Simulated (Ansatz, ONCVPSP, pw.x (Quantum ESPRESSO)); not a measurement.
## pw.x on fcc Ta: one setting changed

Potential: optimised norm-conserving Vanderbilt (ONCV), ONCVPSP 4.0.1.1 (patched build), PBE; core [Kr] 4d10 4f14, reference 5s2 5p6 5d3 6s1.75; waves: 5s+6s: rc 1.85 bohr, ncon 3, nbas 8, qcut 5.9 1/bohr, 2 projectors; 5p: rc 1.55 bohr, ncon 4, nbas 8, qcut 7.7 1/bohr, 2 projectors, debl 0.8 Ha; 5d: rc 1.90 bohr, ncon 4, nbas 7, qcut 6 1/bohr, 2 projectors, debl 3.9 Ha; local part: polynomial inside 1.30 bohr (lpopt 5, dvloc0 6 Ha); core correction: Teter function, fcfact 5.25, rcfact 1.15. In the p channel the program set the typed energies aside and used -1.510, 0.250 Ha.

The reference run (k-mesh 13³, cutoffs 65/260 Ry, Fermi–Dirac 0.01 Ry, mixing_beta 0.4, conv_thr 1e-9, no spin) gives -2.66 GPa at 18.931 Å³/atom, where all-electron LAPW gives -0.85 GPa. This run, with its own iteration cap, changes degauss to 0.005.

```
&control
  calculation='scf', prefix='x', pseudo_dir='./', outdir='./tmp', tstress=.true., disk_io='none'
/
&system
  ibrav=0, nat=1, ntyp=1, ecutwfc=65, ecutrho=260, nbnd=14,
  occupations='smearing', smearing='fd', degauss=0.005
/
&electrons
  conv_thr=1e-09, mixing_beta=0.4, electron_maxstep=60
/
ATOMIC_SPECIES
Ta 1.0 Ta.UPF
CELL_PARAMETERS angstrom
  0.00000000 2.11534489 2.11534489
  2.11534489 0.00000000 2.11534489
  2.11534489 2.11534489 0.00000000
ATOMIC_POSITIONS crystal
Ta 0.0000 0.0000 0.0000
K_POINTS automatic
13 13 13 0 0 0
```

```bash
pw.x < Ta.scf.in > Ta.scf.out
```

How does the run end?

It converges in 7 iterations; the free energy moves by +26.6 meV/atom and the pressure by -0.23 GPa. In a metal, with Fermi–Dirac smearing, F lies below its zero-width value by a term in the square of the width.

```
Message from routine setup:
     using ibrav=0 with symmetry is DISCOURAGED, use correct ibrav instead
     lattice parameter (alat)  =       5.6532  a.u.
     unit-cell volume          =     127.7527 (a.u.)^3
     number of electrons       =        13.00
     number of Kohn-Sham states=           14
     kinetic-energy cutoff     =      65.0000  Ry
     charge density cutoff     =     260.0000  Ry
     scf convergence threshold =      1.0E-09
     Exchange-correlation= PBE
     number of k points=    84  Fermi-Dirac smearing, width (Ry)=  0.0050
     iteration #  1     ecut=    65.00 Ry     beta= 0.40
     total energy              =    -125.71306851 Ry
     estimated scf accuracy    <       0.10708135 Ry
     iteration #  2     ecut=    65.00 Ry     beta= 0.40
     total energy              =    -125.71259776 Ry
     estimated scf accuracy    <       0.01529378 Ry
     iteration #  3     ecut=    65.00 Ry     beta= 0.40
     total energy              =    -125.71521383 Ry
     estimated scf accuracy    <       0.00040967 Ry
     iteration #  4     ecut=    65.00 Ry     beta= 0.40
     total energy              =    -125.71523179 Ry
     estimated scf accuracy    <       0.00003072 Ry
     iteration #  5     ecut=    65.00 Ry     beta= 0.40
     total energy              =    -125.71523980 Ry
     estimated scf accuracy    <       0.00000164 Ry
     iteration #  6     ecut=    65.00 Ry     beta= 0.40
     total energy              =    -125.71524017 Ry
     estimated scf accuracy    <       0.00000005 Ry
     iteration #  7     ecut=    65.00 Ry     beta= 0.40
     the Fermi energy is    17.7262 ev
!    total energy              =    -125.71524018 Ry
     estimated scf accuracy    <          6.8E-10 Ry
     smearing contrib. (-TS)   =      -0.00120707 Ry
     The total energy is F=E-TS. E is the sum of the following terms:
     one-electron contribution =     -20.24293950 Ry
     hartree contribution      =      15.37272955 Ry
     xc contribution           =     -23.92616054 Ry
     ewald contribution        =     -96.91766261 Ry
     convergence has been achieved in   7 iterations
          total   stress  (Ry/bohr**3)                   (kbar)     P=      -28.90
     Message from routine punch:
     Nothing written, as per user request (disk_io='none')
```

The run took about 27 s on one core of a shared host (Neoverse-N1, 64 threads, 124 GiB, load 59).
